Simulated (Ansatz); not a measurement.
## Li: phonons across the zone

These are results of Ansatz 0.2.0, DFT PBE, scalar-relativistic, plane waves, PAW, not measurements. Cutoff 420 eV, 24×24×24 k-points (Γ-centred), Fermi-Dirac smearing of 0.15 eV. No spin polarisation. Phonons by linear response, acoustic sum rule imposed.

The cell, relaxed at this level:
```xyz
1
Lattice="2.1637 -2.1623 -0.0206 2.1637 2.1623 -0.0206 -2.1431 0.0000 2.1868" Properties=species:S:1:pos:R:3 pbc="T T T"
Li    0.0000    0.0000    0.0000
```

It was reached by relaxing an invented guess, and it needn't be the stable form of this composition. In a metal, frequencies and elastic constants depend on the k mesh and the smearing, soft modes and shear constants most. The q mesh is coarse, so values between its points are rough.

Force constants from linear response on a 4×4×4 q mesh.

(1) Is the structure dynamically stable on the q mesh?

(2) Give the frequencies (cm⁻¹) at the zone-boundary points of high symmetry (interpolated where a point lies off the q mesh).

Results:

(1) Yes, on this mesh: no mode is imaginary.

(2)
```tsv
point	q	frequencies
Y	-0.500 -0.500 0.500	242 242 342
C0	-0.251 -0.749 0.500	220 304 305
A0	0.251 -0.251 -0.500	220 304 305
Z	0.000 0.000 -0.500	241 242 342
B0	-0.251 -0.251 -0.249	219 304 305
D0	0.251 -0.749 0.249	219 304 305
T	0.500 -0.500 0.000	242 243 342
G0	0.500 -0.500 -0.250	219 305 305
H0	-0.500 -0.500 0.250	219 305 305
```
